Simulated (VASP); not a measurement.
Wanted: the native input for a VASP 6.6.1 run.

| Item | Value |
| --- | --- |
| Task | relaxation of cell and atoms |
| Functional | PBE |
| Potentials or basis | VASP PAW PBE potentials, release 64 (Na_pv, F) |
| Cutoff | 600 eV |
| k mesh | 10 × 10 × 10 |
| Occupations | gaussian, width 0.03 eV |
| Spin | no spin polarisation |
| Further INCAR settings | ALGO = Normal; EDIFF = 1e-06; IBRION = 2; EDIFFG = -0.01; NSW = 90; ISIF = 3 |

The structure of NaF (Villiaumite) lies in POSCAR:

```
NaF
1.0
    0.0000000000      2.3200000000      2.3200000000
    2.3200000000      0.0000000000      2.3200000000
    2.3200000000      2.3200000000      0.0000000000
Na F
1 1
Direct
    0.0000000000      0.0000000000      0.0000000000
    0.5000000000      0.5000000000      0.5000000000
```

The input as run:

INCAR

```
SYSTEM = NaF
PREC = Accurate ; ENCUT = 600
EDIFF = 1E-6 ; ISMEAR = 0
SIGMA = 0.03 ; LREAL = .FALSE.
LASPH = .TRUE. ; NELM = 80
ALGO = Normal ; ISIF = 3
LWAVE = .FALSE. ; LCHARG = .FALSE.
GGA = PE ; IBRION = 2
NSW = 90 ; EDIFFG = -0.01
```

KPOINTS

```
regular mesh
0
G
  10 10 10
  0 0 0
```

Potentials or basis: VASP PAW PBE potentials, release 64 (Na_pv, F).

Run with:

```console
$ cat potpaw_PBE.64/Na_pv/POTCAR potpaw_PBE.64/F/POTCAR > POTCAR
$ mpirun -np 1 vasp_std > vasp.out
```

Results of the run:

```yaml
Relaxed_volume: 12.93 Å³/atom
Relaxed_cell: a = 3.319 Å, b = 3.319 Å, c = 3.319 Å, α = 60.00°, β = 60.00°, γ = 60.00°
Space_group_after_relaxing_to_0.05_Å: Fm-3m (No. 225)
Energy_gained_by_relaxing: 2.3 meV/atom
Ionic_steps: 4
Pressure_after_relaxing: 0.0 GPa
Band_gap_on_the_k_mesh: 6.10 eV, direct
```

It took 34 s on 1 thread of Intel(R) Xeon(R) Platinum 8259CL CPU @ 2.50GHz (Skylake/Cascade Lake), on a shared host, peak memory 0.16 GiB.
